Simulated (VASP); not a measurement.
A run of VASP 6.6.1 is set up as follows.

Contents of INCAR:

```
SYSTEM = Ag2O
  PREC = Accurate
  ENCUT = 600
  EDIFF = 1E-7
  ISMEAR = -1
  SIGMA = 0.05
  LREAL = .FALSE.
  LASPH = .TRUE.
  NELM = 60
  ALGO = Normal
  ISIF = 3
  LWAVE = .FALSE.
  LCHARG = .FALSE.
  GGA = BO
  LUSE_VDW = .TRUE.
  AGGAC = 0.0
  PARAM1 = 0.1833333333
  PARAM2 = 0.22
  IBRION = 2
  NSW = 60
  EDIFFG = -0.01
```

File KPOINTS:

```
regular mesh
0
G
  5 5 5
  0 0 0
```

Contents of POSCAR:

```
Ag2O
1.0
    4.7180000000      0.0000000000      0.0000000000
    0.0000000000      4.7180000000      0.0000000000
    0.0000000000      0.0000000000      4.7180000000
Ag O
4 2
Direct
    0.7500000000      0.2500000000      0.7500000000
    0.7500000000      0.7500000000      0.2500000000
    0.2500000000      0.7500000000      0.7500000000
    0.2500000000      0.2500000000      0.2500000000
    0.5000000000      0.5000000000      0.5000000000
    0.0000000000      0.0000000000      0.0000000000
```

Potentials or basis: VASP PAW PBE potentials, release 64 (Ag, O).

Run with:

```console
$ cat potpaw_PBE.64/Ag/POTCAR potpaw_PBE.64/O/POTCAR > POTCAR
$ mpirun -np 1 vasp_std > vasp.out
```

Task: What does it give for the relaxed volume?

Result: 18.21 Å³/atom.

Task: What does it give for the band gap on the k mesh?

Result: None (metal or under the smearing width).

Task: What does it give for the space group after relaxing (to 0.05 Å)?

Result: Pn-3m (No. 224).

Task: What does it give for the relaxed cell?

Result: a = 4.781 Å, b = 4.781 Å, c = 4.781 Å, α = 90.00°, β = 90.00°, γ = 90.00°.

Final structure:
```
Ag O
1.0
     4.78061    0.00000    0.00000
     0.00000    4.78061    0.00000
     0.00000    0.00000    4.78061
Ag O
4 2
Cartesian
  3.5855 1.1952 3.5855
  3.5855 3.5855 1.1952
  1.1952 3.5855 3.5855
  1.1952 1.1952 1.1952
  2.3903 2.3903 2.3903
  0.0000 0.0000 0.0000
```

Caveat: the PAW data sets were made with another functional, which shifts forces and pressure a little. Zero-point motion and thermal expansion aren't in these numbers.
